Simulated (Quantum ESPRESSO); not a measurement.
Here is a Quantum ESPRESSO 7.5 calculation.

pw.in

```
&CONTROL
  calculation = 'scf'
  prefix = 'pwscf'
  outdir = './tmp'
  pseudo_dir = './pseudo'
  tprnfor = .true.
  tstress = .true.
  disk_io = 'low'
/
&SYSTEM
  ibrav = 0
  nat = 2
  ntyp = 2
  ecutwfc = 56
  nbnd = 16
  occupations = 'smearing'
  smearing = 'fd'
  degauss = 0.00367493
/
&ELECTRONS
  conv_thr = 4d-10
  electron_maxstep = 120
  mixing_beta = 0.5
/
ATOMIC_SPECIES
Pb   207.2000 Pb.upf
S     32.0600 S.upf
CELL_PARAMETERS angstrom
   0.0000000000    2.9657500000    2.9657500000
   2.9657500000    0.0000000000    2.9657500000
   2.9657500000    2.9657500000    0.0000000000
ATOMIC_POSITIONS angstrom
Pb     0.0000000000    0.0000000000    0.0000000000
S      2.9657500000    2.9657500000    2.9657500000
K_POINTS automatic
8 8 8 1 1 1
```

gamma.in

```
&CONTROL
  calculation = 'bands'
  prefix = 'pwscf'
  outdir = './tmp'
  pseudo_dir = './pseudo'
  disk_io = 'low'
  verbosity = 'high'
/
&SYSTEM
  ibrav = 0
  nat = 2
  ntyp = 2
  ecutwfc = 56
  nbnd = 16
  occupations = 'smearing'
  smearing = 'fd'
  degauss = 0.00367493
/
&ELECTRONS
  conv_thr = 1d-08
  electron_maxstep = 120
  mixing_beta = 0.5
  diago_full_acc = .true.
  startingwfc = 'random'
/
ATOMIC_SPECIES
Pb   207.2000 Pb.upf
S     32.0600 S.upf
CELL_PARAMETERS angstrom
   0.0000000000    2.9657500000    2.9657500000
   2.9657500000    0.0000000000    2.9657500000
   2.9657500000    2.9657500000    0.0000000000
ATOMIC_POSITIONS angstrom
Pb     0.0000000000    0.0000000000    0.0000000000
S      2.9657500000    2.9657500000    2.9657500000
K_POINTS crystal
1
0.0 0.0 0.0 1
```

File scf2.in:

```
&CONTROL
  calculation = 'scf'
  prefix = 'pwscf'
  outdir = './tmp'
  pseudo_dir = './pseudo'
  tprnfor = .true.
  tstress = .true.
  disk_io = 'low'
/
&SYSTEM
  ibrav = 0
  nat = 2
  ntyp = 2
  ecutwfc = 56
  nbnd = 16
  occupations = 'fixed'
/
&ELECTRONS
  conv_thr = 1d-13
  electron_maxstep = 120
  mixing_beta = 0.5
  startingpot = 'file'
/
ATOMIC_SPECIES
Pb   207.2000 Pb.upf
S     32.0600 S.upf
CELL_PARAMETERS angstrom
   0.0000000000    2.9657500000    2.9657500000
   2.9657500000    0.0000000000    2.9657500000
   2.9657500000    2.9657500000    0.0000000000
ATOMIC_POSITIONS angstrom
Pb     0.0000000000    0.0000000000    0.0000000000
S      2.9657500000    2.9657500000    2.9657500000
K_POINTS automatic
8 8 8 1 1 1
```

Contents of ph.in:

```
dielectric of PbS
&INPUTPH
  prefix = 'pwscf'
  outdir = './tmp'
  tr2_ph = 1d-18
  fildyn = 'dyn'
  niter_ph = 90
  alpha_mix(1) = 0.7
  epsil = .true.
  trans = .false.
  zeu = .true.
/
0.0000000000 0.0000000000 0.0000000000
```

Potentials or basis: PseudoDojo 0.4.1 SR LDA standard.

Run with:

```bash
$ OMP_NUM_THREADS=1 pw.x -in pw.in > pw.out
$ OMP_NUM_THREADS=1 pw.x -in gamma.in > gamma.out
$ OMP_NUM_THREADS=1 pw.x -in scf2.in > scf2.out
$ OMP_NUM_THREADS=1 ph.x -in ph.in > ph.out
```

**Question.** What does it give for the electronic dielectric tensor (diagonal)?

**Answer.** 18.09.

**Question.** Estimate the Born charges (mean of the diagonal).

**Answer.** Pb +4.55; S -4.54 e.

**Question.** What does it give for the pressure?

**Answer.** -2.6 GPa.

Born effective charge tensors (e):
atom 1, Pb
```
4.55 0.00 0.00
0.00 4.55 0.00
0.00 0.00 4.55
```
atom 2, S
```
-4.54  0.00  0.00
 0.00 -4.54  0.00
 0.00  0.00 -4.54
```

The run has no spin-orbit coupling, so splittings on Pb are missing.

**What was measured.**

A printed reference work, monograph reports, for a bulk crystal of PbS at 300 K: high-frequency dielectric constant 17.2.

Measured high-frequency dielectric constant of PbS: 17.2 (300 K; a printed reference work, monograph). This calculation gives 18.09 (+5.2 %).
